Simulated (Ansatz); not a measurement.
Crystal: ZnS (Wurtzite-6H).

```
Zn S
1.0
     3.81200    0.00000    0.00000
    -1.90600    3.30129    0.00000
     0.00000    0.00000   18.68999
Zn S
6 6
Direct
  0.33333 0.66667 0.83333
  0.66667 0.33333 0.33333
  0.66667 0.33333 0.66667
  0.33333 0.66667 0.16667
  0.00000 0.00000 0.50000
  0.00000 0.00000 0.00000
  0.33333 0.66667 0.95833
  0.66667 0.33333 0.45833
  0.66667 0.33333 0.79167
  0.33333 0.66667 0.29167
  0.00000 0.00000 0.62500
  0.00000 0.00000 0.12500
```

Program: Ansatz 0.2.0. Alike in all runs: potentials or basis Ansatz PAW; no spin polarisation; cell as given; smearing fermi-dirac 0.05 eV.

Problem. Order these runs on this cell by their band gap on the k mesh, lowest first.
A. level RPBE; k mesh 8 × 8 × 2; cutoff (eV) 420; points for each segment of the path 10
B. level LDA; k mesh 8 × 8 × 2; cutoff (eV) 420; points for each segment of the path 10
C. level HSE06; k mesh 6 × 6 × 2; cutoff (eV) 420
D. level r2SCAN; k mesh 8 × 8 × 2; cutoff (eV) 500; points for each segment of the path 10

Solution. B (1.91 eV), A (2.33 eV), D (2.72 eV), C (3.39 eV).

A k mesh can miss the band edges.

Not every run made on this cell is shown here.
